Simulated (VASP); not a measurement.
Runs of VASP 6.6.1 on BN. Symmetry: P6_3/mmc, No. 194, hexagonal system. The conventional cell has a = 2.505 Å, b = 2.505 Å, c = 6.871 Å, α = 90.00°, β = 90.00°, γ = 120.00°. B (site symmetry -6m2) has 3 N at 1.45 Å as nearest neighbours. N (site symmetry -6m2) has 3 B at 1.45 Å as nearest neighbours. 

```tsv
task	cell	gap on the mesh (eV)	pressure (GPa)
relaxation of cell and atoms	relaxed	4.22	0.1
relaxation of shape and atoms at fixed volume	atoms relaxed at fixed volume from: a relaxed cell with its volume scaled by 1.02	4.25	-0.3
relaxation of shape and atoms at fixed volume	atoms relaxed at fixed volume from: a relaxed cell with its volume scaled by 0.98	4.19	0.2
relaxation of shape and atoms at fixed volume	atoms relaxed at fixed volume	4.22	0.1
relaxation of shape and atoms at fixed volume	atoms relaxed at fixed volume from: a relaxed cell with its volume scaled by 1.04	(b)	-0.3
relaxation of shape and atoms at fixed volume	atoms relaxed at fixed volume from: a relaxed cell with its volume scaled by 0.96	4.16	0.8
relaxation of shape and atoms at fixed volume	atoms relaxed at fixed volume from: a relaxed cell with its volume scaled by 0.94	4.11	1.3
relaxation of shape and atoms at fixed volume	atoms relaxed at fixed volume from: a relaxed cell with its volume scaled by 1.06	(a)	-0.4
```

Alike in all rows: level PBEsol; potentials or basis VASP PAW PBE potentials, release 64 (B, N); no spin polarisation; k mesh 12 × 12 × 4; cutoff (eV) 600; smearing gaussian 0.03 eV.

Estimate the missing entries.

(a) 4.32; (b) 4.28.

Caveats: the PAW data sets were made with another functional, which shifts forces and pressure a little; this functional lacks dispersion, which binds the layers, so the pressure and a relaxed spacing across them are unreliable; the relaxation stopped at its first step, so nothing moved (some runs).

A k mesh can miss the band edges.
